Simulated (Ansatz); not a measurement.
# BaS (zincblende type): how the settings move a single-point run

Question: which choices in the input matter for BaS (zincblende type)?

Computed with Ansatz 0.2.0 (reference: DFT, PBE, PAW with Ansatz's default frozen-core files, scalar-relativistic, unless a step's input says otherwise).

## Step 1: Starting point

Symmetry: F-43m, No. 216, cubic system. Conventional cell: a = 7.032 Å, b = 7.032 Å, c = 7.032 Å, α = 90.00°, β = 90.00°, γ = 90.00°. Ba (site symmetry -43m) has 4 S at 3.05 Å as nearest neighbours. Around S (site symmetry -43m) lie 4 Ba at 3.05 Å.

Coordinates:

```
CELL_PARAMETERS angstrom
0.00000 3.51614 3.51614
3.51614 0.00000 3.51614
3.51614 3.51614 0.00000
ATOMIC_POSITIONS crystal
Ba 0.00000 0.00000 0.00000
S 0.25000 0.25000 0.25000
```

## Step 2: The reference run

input.yaml reads:

```yaml
crystal:
  lattice:
    - [0.0, 3.5161364223, 3.5161364223]
    - [3.5161364223, 0.0, 3.5161364223]
    - [3.5161364223, 3.5161364223, 0.0]
  atoms:
    - { symbol: Ba, position: [0.0, 0.0, 0.0] }
    - { symbol: S, position: [0.25, 0.25, 0.25] }
kpoints:
  mp_grid: { grid: [9, 9, 9] }
  band_path:
    path:
      - [0.0, 0.0, 0.0]
      - [-0.5, -0.5, 0.0]
      - [-0.375, -0.375, 0.25]
      - [-0.375, 0.0, 0.375]
      - [0.0, 0.0, 0.0]
      - [0.0, 0.0, 0.5]
      - [-0.5, -0.25, 0.25]
      - [-0.5, -0.5, 0.0]
    npoints: 14
scf:
  occupations: { method: fermi_dirac, width: 0.08 }
hamiltonian:
  xc: pbe
  pseudopotentials: { kind: paw }
output:
  forces: true
  stress: true
  eigenvalues: true
  efg: { contact_densities: true }
  populations: true
  bader: true
  dos: { projected: true, de: 0.2, e_range: [-14, 8] }
  write_density: true
  write_potential: true
  elf: true
  volumetric_format: npy
```

On the command line:

```console
$ ansatz run input.yaml --threads 1 --pin off --max-ram 2048MiB --backend cpu --events-out ev --progress --plain --runs-dir out
```

## Step 3: Changed: occupations.method methfessel_paxton, occupations.width 0.001, pseudopotentials.source jth

Edit input.yaml of step 2 so:

```diff
@@ -22,6 +22,6 @@
 scf:
-  occupations: { method: fermi_dirac, width: 0.08 }
+  occupations: { method: methfessel_paxton, width: 0.001 }
 hamiltonian:
   xc: pbe
-  pseudopotentials: { kind: paw }
+  pseudopotentials: { kind: paw, source: jth }
 output:
@@ -32,7 +32 @@
   populations: true
-  bader: true
-  dos: { projected: true, de: 0.2, e_range: [-14, 8] }
-  write_density: true
-  write_potential: true
-  elf: true
-  volumetric_format: npy
```

What does the calculation give? Wanted: for each run, ending; energy change; pressure; gap; force.

The runs gave:

```tsv
run	ending	energy change	pressure (GPa)	gap (eV)	force (eV/Å)	cycles	time
reference	converged	-	0.0	2.78	0.00	6	11 s
1: occupations.method methfessel_paxton, occupations.width 0.001, pseudopotentials.source jth	converged	not comparable	0.4	2.79	0.00	7	5.2 s
```

Times don't compare one to one where runs were asked for different outputs or read a saved state (see the inputs); cycles may leave out searches for a lower state.

Residual by cycle in the longest SCF loop of each run; runs are numbered as in the table. The quantity is the density residual dr2, in eV.

```tsv
cycle	reference	run 1
1	0.00671	1.13
2	0.00123	0.204
3	2.7e-4	0.0522
4	5.6e-5	0.00148
5	3.2e-6	7.2e-5
6	3.4e-8	1.3e-6
7	-	1.5e-8
```

What this shows: Total energies don't compare across a change of potentials; the pressure goes from 0.0 to 0.4 GPa. The smearing changed too. The gap of the reference lacks spin-orbit coupling, though the cell holds Ba.

The gaps are Kohn-Sham values of a semilocal functional, not quasiparticle or optical gaps. Such gaps usually fall short of the measured ones.
